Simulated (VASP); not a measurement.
# KCl (Pm-3m) in VASP: notebook, part 2 of 2

VASP 6.6.1. The steps go on from the part before.

### 3 Single point, PBE

Contents of INCAR:

```
SYSTEM = KCl
PREC = Accurate ; ENCUT = 500
EDIFF = 1E-6 ; ISMEAR = 0
SIGMA = 0.05 ; LREAL = .False.
LASPH = .True. ; NELM = 100
ALGO = Normal ; ISIF = 2
LWAVE = .False. ; LCHARG = .False.
GGA = PE ; NBANDS = 15
ADDGRID = .False.
```

Contents of KPOINTS:

```
regular mesh
0
Gamma
  6 6 6
  0 0 0
```

Contents of POSCAR:

```
KCl
1.0
    3.8391960000      0.0000000000      0.0000000000
    0.0000000000      3.8391960000      0.0000000000
    0.0000000000      0.0000000000      3.8391960000
K Cl
1 1
Direct
    0.0000000000      0.0000000000      0.0000000000
    0.5000000000      0.5000000000      0.5000000000
```

Potentials or basis: VASP PAW PBE potentials, release 64 (K_sv, Cl_h).

Launch:

```sh
$ cat potpaw_PBE.64/K_sv/POTCAR potpaw_PBE.64/Cl_h/POTCAR > POTCAR
$ mpirun -np 1 vasp_std > vasp.out
```

It took 6 s on 1 thread of Intel Xeon 6975P-C (Granite Rapids), shared host; peak memory 0.15 GiB.

The run converged, but some of its settings lie outside the range that counts as converged, so its numbers aren't taken as properties of the crystal.

What came out:

```
Free energy            : -6.6561 eV
Pressure               : -0.1 GPa
Band gap on the k mesh : 4.80 eV, indirect (least direct gap 5.00 eV)
```

Caveat: the cutoff is under 1.25 times the usual one of these potentials, so pressure, stress and relaxed cells hold a basis-set (Pulay) error.

### 4 Single point, PBE

INCAR is that of step 3.

KPOINTS is that of step 3.

Contents of POSCAR:

```
KCl
1.0
    3.8391960000      0.0000000000      0.0000000000
    0.0000000000      3.8391960000      0.0000000000
    0.0000000000      0.0000000000      3.8391960000
K Cl
1 1
Direct
    0.0405710000      0.0040460000      0.0049320000
    0.5021390000      0.4938510000      0.4988730000
```

Launch:

```sh
$ cat potpaw_PBE.64/K_sv/POTCAR potpaw_PBE.64/Cl_h/POTCAR > POTCAR
$ mpirun -np 1 vasp_std > vasp.out
```

Wall time 25 s (1 thread of Intel Xeon 6975P-C (Granite Rapids), shared host); peak memory 0.21 GiB.

These settings aren't checked as converged: the numbers below hold their error.

What came out:

| Quantity | Value |
| --- | --- |
| Free energy | -6.6484 eV |
| Pressure | 0.1 GPa |
| Largest force | 0.102 eV/Å |
| Band gap on the k mesh | 4.80 eV, indirect (least direct gap 5.00 eV) |

Caveat: the cutoff is under 1.25 times the usual one of these potentials, so pressure, stress and relaxed cells hold a basis-set (Pulay) error.

### 5 Single point, PBE

INCAR: that of step 4 with these lines changed.

```diff
@@ -1,3 +1,3 @@
 SYSTEM = KCl
-PREC = Accurate ; ENCUT = 500
+PREC = Accurate ; ENCUT = 400
 EDIFF = 1E-6 ; ISMEAR = 0
```

Contents of KPOINTS:

```
regular mesh
0
Gamma
  7 7 7
  0 0 0
```

Contents of POSCAR:

```
KCl
1.0
    3.8391960000      0.0000000000      0.0000000000
    0.0000000000      3.8391960000      0.0000000000
    0.0000000000      0.0000000000      3.8391960000
K Cl
1 1
Direct
    0.0000000000      0.0000000000      0.0000000000
    0.5000000000      0.5000000000      0.5000000000
```

Potentials or basis: VASP PAW PBE potentials, release 64 (K_sv, Cl_h).

Launch:

```sh
$ cat potpaw_PBE.64/K_sv/POTCAR potpaw_PBE.64/Cl_h/POTCAR > POTCAR
$ mpirun -np 1 vasp_std > vasp.out
```

OUTCAR:

```text
SYSTEM = KCl
   PREC = Accurate
   ENCUT = 400
   EDIFF = 1E-6
   ISMEAR = 0
   LREAL = .False.
   LASPH = .True.
   NELM = 100
   ISIF = 2
   GGA = PE

 Found     20 irreducible k-points:

 Following reciprocal coordinates:
            Coordinates               Weight
  0.000000  0.000000  0.000000      1.000000
  0.142857  0.000000  0.000000      6.000000
  0.285714  0.000000  0.000000      6.000000
  0.428571  0.000000  0.000000      6.000000
  0.142857  0.142857  0.000000     12.000000
  0.285714  0.142857  0.000000     24.000000
   k-points           NKPTS =     20   k-points in BZ     NKDIM =     20   number of bands    NBANDS=     15
   number of dos      NEDOS =    301   number of ions     NIONS =      2
   total plane-waves  NPLWV =  21952
   dimension x,y,z NGX =    28 NGY =   28 NGZ =   28
   dimension x,y,z NGXF=    56 NGYF=   56 NGZF=   56
   ions per type =               1   1
   NGX,Y,Z   is equivalent  to a cutoff of  12.12, 12.12, 12.12 a.u.
   NGXF,Y,Z  is equivalent  to a cutoff of  24.25, 24.25, 24.25 a.u.
 SYSTEM =  KCl
   PREC   = accura    normal or accurate (medium, high low for compatibility)
   ISTART =      0    job   : 0-new  1-cont  2-samecut
   ICHARG =      2    charge: 1-file 2-atom 10-const
   ISPIN  =      1    spin polarized calculation?
   LNONCOLLINEAR =      F non collinear calculations
   LSORBIT =      F    spin-orbit coupling
   LASPH  =      T    aspherical Exc in radial PAW
[... 74 lines left out ...]
     14      10.0405      0.00000
[... 77 lines left out ...]
      2     -13.2400      2.00000
      3     -12.0970      2.00000
      4     -12.0202      2.00000
      5     -11.9368      2.00000
      6      -1.7780      2.00000
      7      -1.0508      2.00000
      8      -0.7766      2.00000
      9       5.9281      0.00000
     10       6.7648      0.00000
     11       7.4500      0.00000
     12       9.3980      0.00000
     13       9.5290      0.00000
     14      10.3372      0.00000
     15      11.3944      0.00000

 [... further k-points ...]

------------------------ aborting loop because EDIFF is reached ----------------------------------------

  FORCE on cell =-STRESS in cart. coord.  units (eV):
  Direction    XX          YY          ZZ          XY          YZ          ZX
  --------------------------------------------------------------------------------------
  -------------------------------------------------------------------------------------
  Total       -0.1706647     -0.1706647     -0.1706647     -0.0000000      0.0000000      0.0000000
  in kB       -4.8320722     -4.8320722     -4.8320722     -0.0000000      0.0000000      0.0000000
  external PRESSURE =      -4.8320722 kB  Pullay stress =       0.0000000 kB

 VOLUME and BASIS-vectors are now :
 -----------------------------------------------------------------------------
  energy-cutoff  :      400.00
  volume of cell :       56.59
      direct lattice vectors                 reciprocal lattice vectors
     3.839196000  0.000000000  0.000000000     0.260471203  0.000000000  0.000000000
     0.000000000  3.839196000  0.000000000     0.000000000  0.260471203  0.000000000
     0.000000000  0.000000000  3.839196000     0.000000000  0.000000000  0.260471203

 POSITION                                       TOTAL-FORCE (eV/Angst)
 -----------------------------------------------------------------------------------
      0.00000      0.00000      0.00000         0.000000      0.000000      0.000000
      1.91960      1.91960      1.91960         0.000000      0.000000      0.000000
 -----------------------------------------------------------------------------------
    total drift:                               -0.000000      0.000000      0.000000

  FREE ENERGIE OF THE ION-ELECTRON SYSTEM (eV)
  ---------------------------------------------------
  free  energy   TOTEN  =        -6.6551134239 eV

  energy  without entropy=       -6.6551134239  energy(sigma->0) =       -6.65511342
```

Wall time 5.9 s (1 thread of Intel Xeon 6975P-C (Granite Rapids), shared host); peak memory 0.15 GiB.

The run converged, but a check on its numbers failed (symmetry, net force, bounds or a known fault of this set-up), so they aren't taken as properties of the crystal.

Caveat: the cutoff lies under the usual one of these potentials, so the numbers hold a large basis-set error; an odd mesh through Γ misses points on the zone boundary, where band edges often lie.

### 6 Single point, PBE

INCAR is that of step 5.

KPOINTS is that of step 5.

Contents of POSCAR:

```
KCl
1.0
    3.8391960000      0.0000000000      0.0000000000
    0.0000000000      3.8391960000      0.0000000000
    0.0000000000      0.0000000000      3.8391960000
K Cl
1 1
Direct
    0.0405710000      0.0040460000      0.0049320000
    0.5021390000      0.4938510000      0.4988730000
```

Potentials or basis: VASP PAW PBE potentials, release 64 (K_sv, Cl_h).

Launch:

```sh
$ cat potpaw_PBE.64/K_sv/POTCAR potpaw_PBE.64/Cl_h/POTCAR > POTCAR
$ mpirun -np 1 vasp_std > vasp.out
```

OUTCAR:

```text
SYSTEM = KCl
   PREC = Accurate
   ENCUT = 400
   EDIFF = 1E-6
   ISMEAR = 0
   LREAL = .False.
   LASPH = .True.
   NELM = 100
   ISIF = 2
   GGA = PE

 Found    172 irreducible k-points:

 Following reciprocal coordinates:
            Coordinates               Weight
  0.000000  0.000000  0.000000      1.000000
  0.142857  0.000000  0.000000      2.000000
  0.000000  0.142857  0.000000      2.000000
  0.000000  0.000000  0.142857      2.000000
  0.285714  0.000000  0.000000      2.000000
  0.000000  0.285714  0.000000      2.000000
   k-points           NKPTS =    172   k-points in BZ     NKDIM =    172   number of bands    NBANDS=     15
[... 188 lines left out ...]
  --------------------------------------------------------------------------------------
  -------------------------------------------------------------------------------------
  Total       -0.1176398     -0.1076967     -0.1073411      0.0249790      0.0041974      0.0149326
  in kB       -3.3307663     -3.0492432     -3.0391755      0.7072356      0.1188419      0.4227908
  external PRESSURE =      -3.1397283 kB  Pullay stress =       0.0000000 kB

 VOLUME and BASIS-vectors are now :
 -----------------------------------------------------------------------------
  energy-cutoff  :      400.00
  volume of cell :       56.59
      direct lattice vectors                 reciprocal lattice vectors
     3.839196000  0.000000000  0.000000000     0.260471203  0.000000000  0.000000000
     0.000000000  3.839196000  0.000000000     0.000000000  0.260471203  0.000000000
     0.000000000  0.000000000  3.839196000     0.000000000  0.000000000  0.260471203

 POSITION                                       TOTAL-FORCE (eV/Angst)
 -----------------------------------------------------------------------------------
      0.15576      0.01553      0.01893        -0.095497     -0.027335     -0.016332
      1.92781      1.89599      1.91527         0.095497      0.027335      0.016332
 -----------------------------------------------------------------------------------
    total drift:                                0.000614     -0.000540     -0.000322

  FREE ENERGIE OF THE ION-ELECTRON SYSTEM (eV)
  ---------------------------------------------------
  free  energy   TOTEN  =        -6.6474747130 eV

  energy  without entropy=       -6.6474747130  energy(sigma->0) =       -6.64747471
```

OSZICAR:

```text
N       E                     dE             d eps       ncg     rms          rms(c)
DAV:   1     0.769580422806E+02    0.76958E+02   -0.61015E+03  5160   0.775E+02
DAV:   2    -0.208932070728E+01   -0.79047E+02   -0.74772E+02  6872   0.215E+02
DAV:   3    -0.672633215629E+01   -0.46370E+01   -0.46162E+01  7208   0.431E+01
DAV:   4    -0.695902194355E+01   -0.23269E+00   -0.23266E+00  7750   0.907E+00
DAV:   5    -0.696138837049E+01   -0.23664E-02   -0.23664E-02  7432   0.983E-01    0.313E+00
DAV:   6    -0.667819360681E+01    0.28319E+00   -0.30676E-01  6819   0.318E+00    0.234E+00
DAV:   7    -0.664486927888E+01    0.33324E-01   -0.10236E-01  7071   0.204E+00    0.131E+00
DAV:   8    -0.664730031091E+01   -0.24310E-02   -0.19811E-02  7598   0.999E-01    0.268E-01
DAV:   9    -0.664727773968E+01    0.22571E-04   -0.16546E-03  7183   0.264E-01    0.118E-01
DAV:  10    -0.664748025823E+01   -0.20252E-03   -0.33799E-04  5986   0.160E-01    0.562E-02
DAV:  11    -0.664747504963E+01    0.52086E-05   -0.14453E-05  7477   0.288E-02    0.244E-02
DAV:  12    -0.664747471298E+01    0.33665E-06   -0.94830E-06  6035   0.218E-02
   1 F= -.66474747E+01 E0= -.66474747E+01  d E =-.149343E-18
```

Wall time 37 s (1 thread of Intel Xeon 6975P-C (Granite Rapids), shared host); peak memory 0.22 GiB.

The run converged, but a check on its numbers failed (symmetry, net force, bounds or a known fault of this set-up), so they aren't taken as properties of the crystal.

Caveat: the cutoff lies under the usual one of these potentials, so the numbers hold a large basis-set error; an odd mesh through Γ misses points on the zone boundary, where band edges often lie.
